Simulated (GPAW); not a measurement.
FeO (Wuestite):

```
CELL_PARAMETERS angstrom
1.51882 0.87689 2.51958
-1.51882 0.87689 2.51958
0.00000 -1.75378 2.51958
ATOMIC_POSITIONS crystal
Fe 0.00000 0.00000 0.00000
O 0.50000 0.50000 0.50000
```

Base run:

- Program: GPAW 26.7.0
- Functional: PBEsol
- Potentials or basis: PAW data sets generated in the run's folder for this functional
- Cutoff: 800 eV
- Basis: pw
- k mesh: 8 × 8 × 8
- Occupations: fermi-dirac, width 0.05 eV
- Spin: collinear spin, ferromagnetic start
- Starting moments: [3.0, 0.0] μB
- Hubbard terms: Fe d U = 6 eV

Its results: pressure -4.9 GPa; net moment 4.03 μB per cell; site moments Fe +3.81; O +0.15 μB.

Question: The run is repeated on the same cell with these changes: hubbard terms from Fe d U = 6 eV to Fe d U = 3 eV. What comes out?

Answer: Pressure -6.9 GPa; net moment 4.00 μB per cell; site moments Fe +3.68; O +0.18 μB.

Caveats: a cell with one magnetic atom can't hold antiferromagnetic order, which such compounds often take.

Not every run made on this cell is shown here.
